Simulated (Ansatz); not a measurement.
**BaTiO3: pressure against volume, fitted**

```
CELL_PARAMETERS angstrom
3.99980 0.00000 0.00000
0.00000 3.99980 0.00000
0.00000 0.00000 4.01800
ATOMIC_POSITIONS crystal
Ba 0.00000 0.00000 0.00000
Ti 0.50000 0.50000 0.48200
O 0.50000 0.50000 0.01600
O 0.50000 0.00000 0.51500
O 0.00000 0.50000 0.51500
```

Atoms are numbered in the order listed.

The cell comes from COD entry 2100858, which wasn't checked; take it as a given geometry.

No spin–orbit coupling, which matters for the heavy atoms here.

Theory: Ansatz 0.2.0, DFT, PBEsol, all-electron LAPW, scalar-relativistic.

Sampling and basis: a Γ-centred 7×7×7 k mesh, Fermi–Dirac smearing of 0.08 eV, basis error target 1 meV/atom, no spin polarisation.

The cell is scaled evenly. Fractional coordinates are held (clamped ions).

| V (Å³/atom) | P (GPa) |
| --- | --- |
| 12.085 | 7.90 |
| 12.342 | 3.63 |
| 12.599 | -0.19 |
| 12.728 | -1.94 |
| 12.856 | -3.60 |
| 12.985 | -5.17 |
| 13.113 | -6.65 |
| 13.628 | -11.81 |

Fit a third-order Birch–Murnaghan curve to the pressures.

P = (3B0/2)(y^(7/2) − y^(5/2))[1 + (3/4)(B0′ − 4)(y − 1)] with y = (V0/V)^(2/3) fits within 0.01 GPa for V0 = 12.586 Å³/atom, B0 = 177.6 GPa and B0′ = 4.51.

Predict the pressure at the withheld volume, 13.371 Å³/atom.

There y = 0.9605, so the fit gives -9.37 GPa; the run gave -9.38 GPa.
